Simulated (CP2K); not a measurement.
**SnTe in CP2K: the effect of functional**

Crystal: SnTe.

```
Te Sn
1.0
     4.45597    0.00000    0.00000
     2.22799    3.85899    0.00000
     2.22799    1.28633    3.63829
Te Sn
1 1
Direct
  0.50000 0.50000 0.50000
  0.00000 0.00000 0.00000
```

Alike in all runs:

```yaml
Program: CP2K 2026.2
Task: single point
Potentials_or_basis: POTENTIAL_UZH Te GTH-PBE-q6, Sn GTH-PBE-q4; TZVP-MOLOPT-PBE-GTH basis
Density_cutoff: 9184 eV
k_mesh: 7 × 7 × 7
Occupations: fermi-dirac, width 0.05 eV
Spin: no spin polarisation
```

Q: One run gave: pressure 4.8 GPa. Which functional did it use?
A. MS2
B. WC
C. BLYP
D. OLYP
E. LDA

A: A.

```tsv
functional	pressure (GPa)
LDA	1.9
WC	1.9
OLYP	2.7
BLYP	6.5
MS2	4.8
```

Caveats: the potentials were made for another functional, which shifts forces and pressure; the basis of atomic orbitals isn't converged, which shifts pressures, moduli and gaps.

Not every run made on this cell is shown here.
